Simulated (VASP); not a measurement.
RbCl (strained rocksalt), PBE single-point calculation: VASP's output and Ansatz's

POSCAR

```
Rb Cl
 1.0000000000000000
     0.0000000000000000    3.3719290749000002    3.3719290749000002
     3.3719290749000002    0.0000000000000000    3.3719290749000002
     3.3719290749000002    3.3719290749000002    0.0000000000000000
 Rb  Cl
   1   1
Cartesian
  0.0000000000000000  0.0000000000000000  0.0000000000000000
  3.3719290748999997  3.3719290748999997  3.3719290748999997
```

VASP ran with the recommended PBE PAW datasets (16 valence electrons in the cell).

From OUTCAR

```
k-points           NKPTS =     16   k-points in BZ     NKDIM =     16   number of bands    NBANDS=     15

   NELECT =      16.0000    total number of electrons

   dimension x,y,z NGX =    36 NGY =   36 NGZ =   36
   dimension x,y,z NGXF=    72 NGYF=   72 NGZF=   72

  energy-cutoff  :      520.00
  volume of cell :       76.68
      direct lattice vectors                 reciprocal lattice vectors
     0.000000000  3.371929075  3.371929075    -0.148283071  0.148283071  0.148283071
     3.371929075  0.000000000  3.371929075     0.148283071 -0.148283071  0.148283071
     3.371929075  3.371929075  0.000000000     0.148283071  0.148283071 -0.148283071

 k-points in reciprocal lattice and weights: KPOINTS created by Atomic Simulation Env
   0.00000000  0.00000000  0.00000000       0.005
   0.16666667  0.00000000  0.00000000       0.037
   0.33333333  0.00000000  0.00000000       0.037
   0.50000000  0.00000000  0.00000000       0.019
   0.16666667  0.16666667  0.00000000       0.028
   0.33333333  0.16666667  0.00000000       0.111
   0.50000000  0.16666667  0.00000000       0.111
  -0.33333333  0.16666667  0.00000000       0.111
   ...

 E-fermi :  -1.6127

 k-point     1 :       0.0000    0.0000    0.0000
  band No.  band energies     occupation
      1     -26.2391      2.00000
      2     -14.0727      2.00000
      3     -10.2878      2.00000
      4     -10.2878      2.00000
      5     -10.2878      2.00000
      6      -2.1360      2.00000
      7      -2.1360      2.00000
      8      -2.1360      2.00000
      9       2.6358      0.00000
     10       5.7988      0.00000
     11       5.7988      0.00000
     12       5.7988      0.00000
     13       6.7362      0.00000
     14       6.7362      0.00000
     15       9.7322      0.00000

 k-point     2 :       0.1667    0.0000    0.0000
  band No.  band energies     occupation
      1     -26.2364      2.00000
      2     -14.0833      2.00000
      3     -10.2906      2.00000
      4     -10.2906      2.00000
      5     -10.2847      2.00000
      6      -2.3604      2.00000
      7      -2.2095      2.00000
      8      -2.2095      2.00000
      9       3.2115      0.00000
     10       5.6183      0.00000
     11       6.1183      0.00000
     12       6.1183      0.00000
     13       7.0955      0.00000
     14       7.0955      0.00000
     15      10.7205      0.00000

 k-point     3 :       0.3333    0.0000    0.0000
  band No.  band energies     occupation
      1     -26.2310      2.00000
      2     -14.1045      2.00000
      3     -10.2961      2.00000
      4     -10.2961      2.00000
      5     -10.2789      2.00000
      6      -2.7337      2.00000
      7      -2.3495      2.00000
      8      -2.3495      2.00000
      9       4.4892      0.00000
     10       5.5460      0.00000
     11       6.9917      0.00000
     12       6.9917      0.00000
     13       8.0137      0.00000
     14       8.0137      0.00000
     15      10.2140      0.00000

 k-point     4 :       0.5000    0.0000    0.0000
  band No.  band energies     occupation
      1     -26.2283      2.00000
      2     -14.1149      2.00000
      3     -10.2988      2.00000
      4     -10.2988      2.00000
      5     -10.2762      2.00000
      6      -2.8953      2.00000
      7      -2.4163      2.00000
      8      -2.4163      2.00000
      9       5.3632      0.00000
     10       5.5642      0.00000
     11       7.7448      0.00000
     12       7.7448      0.00000
     13       8.9594      0.00000
     14       8.9594      0.00000
     15       9.3327      0.00000

 k-point     5 :       0.1667    0.1667    0.0000
  band No.  band energies     occupation
      1     -26.2355      2.00000
      2     -14.0809      2.00000
      3     -10.3067      2.00000
      4     -10.3067      2.00000
      5     -10.2740      2.00000
      6      -2.4571      2.00000
      7      -2.1734      2.00000
      8      -2.1734      2.00000
      9       3.3195      0.00000
     10       5.1907      0.00000
     11       6.4434      0.00000
     12       6.4434      0.00000
     13       6.9484      0.00000
     14       7.4039      0.00000
     15      10.9919      0.00000

 k-point     6 :       0.3333    0.1667    0.0000
  band No.  band energies     occupation
      1     -26.2311      2.00000
      2     -14.0864      2.00000
      3     -10.3191      2.00000
      4     -10.3173      2.00000
      5     -10.2975      2.00000
      6      -2.6424      2.00000
      7      -2.2971      2.00000
      8      -2.2578      2.00000
      9       4.2617      0.00000
     10       5.0144      0.00000
     11       7.1092      0.00000
     12       7.2885      0.00000
     13       7.4879      0.00000
     14       7.9915      0.00000
     15      10.1475      0.00000

 ...

  Total       -0.1302144     -0.1302144     -0.1302144      0.0000000      0.0000000     -0.0000000
  in kB       -2.7208483     -2.7208483     -2.7208483      0.0000000      0.0000000     -0.0000000
  external PRESSURE =      -2.7208483 kB  Pullay stress =       0.0000000 kB

 POSITION                                       TOTAL-FORCE (eV/Angst)
 -----------------------------------------------------------------------------------
      0.00000      0.00000      0.00000        -0.000000     -0.000000     -0.000000
      3.37193      3.37193      3.37193         0.000000      0.000000      0.000000
 -----------------------------------------------------------------------------------
    total drift:                                0.000000      0.000000      0.000000

  FREE ENERGIE OF THE ION-ELECTRON SYSTEM (eV)
  ---------------------------------------------------
  free  energy   TOTEN  =        -6.6748915796 eV

  energy  without entropy=       -6.6748915796  energy(sigma->0) =       -6.67489158
```

Datasets and cutoffs are each program's own. VASP's cell holds 16 valence electrons and Ansatz's 16. Ansatz's stress includes a Pulay correction; VASP's doesn't.

What does Ansatz give for the same cell and level of theory?

gap between bands v and c 4.77 eV; least direct gap 4.77 eV; pressure -0.3 GPa.

Ansatz printed

```
SCF 1 converged in 6 iterations: F = -4350.763797 eV  dr2 = 7.35e-9
  greatest PAW one-centre occupation: 0.973 electrons in one spin orbital (limit 2), on the Rb atom at site 0 (counted from 0), in its partial waves of l = 0
NSCF: frozen V_eff on 6 k-points
SCF converged after 6 iterations
Free energy (F): -4350.763797 eV
Harris-Foulkes:  -4350.763797 eV  (|F-HF|=4.98e-9)
Internal energy: -4350.763797 eV  (E = F + TS)
E sigma→0 (E₀):  -4350.763797 eV
Fermi energy:    2.945057 eV
--- Per-component energies (eV) ---
  E_band       = -114.339913
  E_kinetic    = 354.206992
  E_local      = -839.110392  (includes V_loc(G=0)·N_el)
  E_nonlocal   = 201.476280
  E_hartree    = 231.483481
  E_xc         = -238.594120
  E_vxc        = -260.022432  (∫ρ·V_xc dr)
  E_paw        = -3277.305361  (= ΣΔE_a)
  E_vpaw       = -33.856856  (= ΣTr[D̂ρ^β])
  E_aug_tail   = 0.000089  (compensation charges beyond the density's cutoff)
  E_ewald      = -782.920765
  E_smearing   = -0.000000  (= −TS)
  E_closure    = 0.000000  (closes the sum)
  Σ components = -4350.763797   (vs F -4350.763797, Δ=0.00e0)
--- Forces (eV/Å), atoms counted from 1 ---
  atom   1  Rb    -0.00000000     0.00000000    -0.00000000
  atom   2  Cl     0.00000000    -0.00000000     0.00000000
  max |Σ_I F_I| component: 1.63e-29 eV/Å
--- Stress (GPa, compression-positive) ---
       -0.269858       0.000000      -0.000000
       -0.000000      -0.269858      -0.000000
        0.000000       0.000000      -0.269858
  P = ⅓ Tr σ = -0.2699 GPa (-2.699 kbar)
--- Band table (eV; the first three rows and the last of 16) ---
  k-point 0: bands = ["-23.5639", "-11.3951", "-7.6095", "-7.6095", "-7.6095", "0.5405", "0.5405", "0.5405", "5.3146", "8.4673", "8.4673", "8.4673"]
  k-point 1: bands = ["-23.5612", "-11.4058", "-7.6122", "-7.6122", "-7.6064", "0.3168", "0.4675", "0.4675", "5.8903", "8.2872", "8.7854", "8.7854"]
  k-point 2: bands = ["-23.5558", "-11.4271", "-7.6177", "-7.6177", "-7.6006", "-0.0555", "0.3283", "0.3283", "7.1678", "8.2175", "9.6579", "9.6579"]
  k-point 15: bands = ["-23.5499", "-11.3719", "-7.7740", "-7.7152", "-7.6249", "0.2292", "0.2579", "0.3643", "7.4090", "8.8740", "8.9844", "10.0383"]
```
